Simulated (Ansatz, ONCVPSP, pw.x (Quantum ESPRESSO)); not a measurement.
## zirconium (Zr): one change to the ONCV potential, in the atom and in the bcc crystal

* Element: zirconium (Zr)
* Generator: ONCVPSP 4.0.1.1 (patched build)
* Type: optimised norm-conserving Vanderbilt (ONCV)
* Functional: PBEsol
* Relativity: scalar-relativistic
* Frozen core: [Ar] 3d10
* Valence charge: 12
* Reference configuration: 4s2 4p6 4d2 5s1.75 5p0.25
* Partial waves: 4s+5s: rc 1.80 bohr, ncon 3, nbas 6, qcut 5.4 1/bohr, 2 projectors; 4p+5p: rc 2.20 bohr, ncon 3, nbas 8, qcut 5.8 1/bohr, 2 projectors; 4d: rc 2.60 bohr, ncon 4, nbas 8, qcut 6.8 1/bohr, 2 projectors, debl 3.9 Ha
* Local potential: polynomial inside 1.45 bohr (lpopt 5, dvloc0 6 Ha)
* Core correction: none

Change: all radii scaled by about 1.32 (s 2.38, p 2.90, d 3.42 bohr); local potential polynomial inside 1.92 bohr (lpopt 5, dvloc0 6 Ha).

Cutoffs, loose and tight: the cutoffs (Ha) at which the residual kinetic energy of the hardest occupied pseudo-wave falls to 1 and 0.1 mHa per electron. They do not see the model core or the augmentation charge, which bear on the density cutoff. Test errors are all-electron minus pseudo excitation energies from the reference, over the configurations 4s2 4p6 4d2 5s2 5p0; 4s2 4p6 4d2 5s1 5p0; 4s2 4p6 4d2 5s0 5p0; 4s2 4p6 4d2 5s0 5p1; variants that change the core or the reference have their own tests.

Crystal test: bcc Zr in pw.x 7.5, no spin, 13³ k-points, Fermi–Dirac smearing 0.01 Ry, cutoffs set for each file from its atomic test. The reference is all-electron LAPW (Ansatz 0.2.0) with the same functional, mesh and smearing; V0 and B0 come from Birch–Murnaghan fits to the pressures at five volumes. Errors are pseudo minus all-electron; Δ is the rms difference of the E(V) curves that follow from these fits, minima aligned, over ±6 % about the mean V0. Mesh and smearing are coarse, so the numbers serve the comparison and aren't converged zero-temperature values; the lattice is a test structure that the element need not adopt.

All-electron: a0 = 3.529 Å (V0 = 21.97 Å³/atom), B0 = 92.2 GPa.

Task: Does the change bring the crystal closer to the all-electron result?

Result: The mean pressure error goes from +0.23 to +1.45 GPa, so the change moves the solid further from the all-electron pressures.

```
                       quantity       base    changed
                 outcome (atom)  generated  generated
           cutoff, loose (atom)      13 Ha     9.3 Ha
           cutoff, tight (atom)      16 Ha      11 Ha
            bound ghosts (atom)       none       none
largest test error (meV) (atom)       -5.5        -14
           cutoffs in pw.x (Ry)     40/160     35/140
                         a0 (Å)      3.532      3.547
                   a0 error (%)      +0.08      +0.53
                   B0 error (%)       +0.2       -1.5
                   Δ (meV/atom)        1.1        7.0
      mean pressure error (GPa)      +0.23      +1.45
```

Changed file: The largest radius (3.42 bohr) exceeds half the bond length (2.90 bohr), so the spheres overlap, which is one possible source of error among others. This is a poor potential for the solid.
